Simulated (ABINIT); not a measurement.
The system is CsSnI3.

```xyz
5
Lattice="6.2057 0.0000 0.0000 0.0000 6.2057 0.0000 0.0000 0.0000 6.2057" Properties=species:S:1:pos:R:3 pbc="T T T"
Cs    0.0000    0.0000    0.0000
I     3.1029    3.1029    0.0000
I     3.1029    0.0000    3.1029
I     0.0000    3.1029    3.1029
Sn    3.1029    3.1029    3.1029
```

| Quantity | Value |
| --- | --- |
| Program | ABINIT 10.8.3 (patched build) |
| Task | relaxation of cell and atoms |
| Functional | LDA |
| Potentials or basis | PseudoDojo NC SR LDA v0.4.1 standard |
| Cutoff | 980 eV |
| k mesh | 4 × 4 × 4 |
| Occupations | fermi-dirac, width 0.05 eV |
| Spin | no spin polarisation |

At the start: pressure -1.3 GPa; volume 47.80 Å³/atom.

Problem. How do energy, volume and symmetry change on relaxing?

Solution. Over 5 steps the energy falls by 14.6 meV/atom and the volume is 44.34 Å³/atom (-7.2 %); space group Pm-3m (No. 221, to 0.05 Å).

Step by step:
| step | energy change (eV) | largest force (eV/Å) | pressure (GPa) | volume (Å³) |
| --- | --- | --- | --- | --- |
| 1 | 0.0000 | 0.0000 | -1.27 | 238.99 |
| 2 | -0.0072 | 0.0000 | -1.21 | 238.06 |
| 3 | -0.0727 | 0.0000 | 0.12 | 220.35 |
| 4 | -0.0732 | 0.0000 | -0.02 | 221.86 |
| 5 | -0.0732 | 0.0000 | 0.00 | 221.68 |

Final structure:
```
CELL_PARAMETERS angstrom
6.05211 0.00000 0.00000
0.00000 6.05211 0.00000
0.00000 0.00000 6.05211
ATOMIC_POSITIONS crystal
Cs 0.00000 0.00000 0.00000
I 0.50000 0.50000 0.00000
I 0.50000 0.00000 0.50000
I 0.00000 0.50000 0.50000
Sn 0.50000 0.50000 0.50000
```
